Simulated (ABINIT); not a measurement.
Runs of ABINIT 10.8.3 (patched build) on InP. Symmetry: F-43m, No. 216, cubic system. The conventional cell has a = 5.861 Å, b = 5.861 Å, c = 5.861 Å, α = 90.00°, β = 90.00°, γ = 90.00°. In (site symmetry -43m) has 4 P at 2.54 Å as nearest neighbours. Around P (site symmetry -43m) lie 4 In at 2.54 Å. 

```tsv
task	level	potentials or basis	spin	cutoff (eV)	fine-grid cutoff	dispersion computed by	V0 of scaled cells (Å³/atom)	B0 (GPa)
equation of state	LDA	PseudoDojo NC SR LDA v0.4.1 standard	off	952	-	-	24.68	71
equation of state	PBE	SPMS NC PBE v1.0	off	599	-	-	(b)	59
equation of state	PBE	Ansatz PAW PBE default generated set, frozen core	off	419	838.111 eV	-	26.45	60
equation of state	RPBE+D3	JTH PAW PBE v2.0	off	599	1197.3 eV	simple-dftd3 1.7.0	(a)	60
equation of state	PBE	JTH PAW PBE v2.0	off	599	1197.3 eV	-	26.46	60
```

Alike in all rows: cell as given; k mesh 8 × 8 × 8; smearing fermi-dirac 0.05 eV.

Question: Estimate the missing entries.

Answer: (a) 26.28; (b) 26.53.

Caveats: pressures at fixed basis lie under the slope of the energies; the atomic spheres overlap (some runs); the PAW data sets were made with another functional, which shifts forces and pressure a little (some runs).
